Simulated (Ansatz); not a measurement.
**F: strong compression**

An exercise on one series of results from a longer session: the logs are not shown, and one member is left open.

Method: DFT PBE, with the methods named in each step, in Ansatz 0.2.0.

## The starting structure

The structure is cubic, space group Fd-3m (No. 227). The conventional cell has a = 5.066 Å, b = 5.066 Å, c = 5.066 Å, α = 90.00°, β = 90.00°, γ = 90.00°. F (site symmetry -43m) has 4 F at 2.19 Å in its first shell of neighbours.

Coordinates:

```xyz
2
Lattice="0.0000 2.5329 2.5329 2.5329 0.0000 2.5329 2.5329 2.5329 0.0000" Properties=species:S:1:pos:R:3 pbc="T T T"
F    -0.6332   -0.6332   -0.6332
F     0.6332    0.6332    0.6332
```

Whether this phase is the stable one at these pressures isn't tested.

Atoms are numbered in the order of the input: F1, F2.

Set-up of the first run:

Contents of input.yaml:

```yaml
crystal:
  lattice:
    - [0.0, 2.5328985096, 2.5328985096]
    - [2.5328985096, 0.0, 2.5328985096]
    - [2.5328985096, 2.5328985096, 0.0]
  atoms:
    - { symbol: F, position: [-0.125, -0.125, -0.125] }
    - { symbol: F, position: [0.125, 0.125, 0.125] }
kpoints:
  mp_grid: { grid: [13, 13, 13] }
scf:
  occupations: { method: fermi_dirac, width: 0.05 }
hamiltonian:
  xc: pbe
  pseudopotentials: { kind: paw }
output:
  forces: true
  stress: true
  write_density: true
  write_potential: true
  elf: true
  volumetric_format: npy
relax:
  f_tol: 0.005
  max_steps: 40
  cell: {}
```

Run with:

```bash
ansatz run input.yaml --threads 1 --pin off --max-ram 2048MiB --backend cpu --events-out ev --progress --plain --runs-dir out
```

Among the steps run: Cell relaxed at zero pressure, PAW; Volume scaled by 1, PAW; Volume scaled by 1, PAW (level accurate); Volume scaled by 0.92, PAW; Volume scaled by 0.84, PAW; Volume scaled by 0.76, PAW; Volume scaled by 0.76, PAW (core large); Volume scaled by 0.68, PAW; Volume scaled by 0.6, PAW; Volume scaled by 0.52, PAW; Volume scaled by 0.52, PAW (source ansatz); Volume scaled by 0.45, PAW; Volume scaled by 0.45, PAW (level accurate).

One table of the session follows, with a row left open; its other results are not shown here.

```
              method  volume over the first  volume (Å³/atom)  pressure (GPa)
                 PAW                      1            14.479           -0.01
                 PAW                   0.92            13.321            4.03
                 PAW                   0.84                 ?               ?
                 PAW                   0.76            11.004           21.70
                 PAW                   0.68             9.846           40.19
                 PAW                    0.6             8.688           72.28
                 PAW                   0.52             7.529          129.71
                 PAW                   0.45             6.516          220.11
    PAW (core large)                   0.76            11.004           21.70
PAW (level accurate)                      1            14.479           -0.05
PAW (level accurate)                   0.45             6.516          219.76
 PAW (source ansatz)                   0.52             7.529          129.49
```

Estimate the missing values for PAW, 0.84.

As computed: volume (Å³/atom): 12.163; pressure (GPa): 10.70. In the column «volume (Å³/atom)» it lies between PAW (core large), 0.76 (11.004) and PAW, 0.92 (13.321).
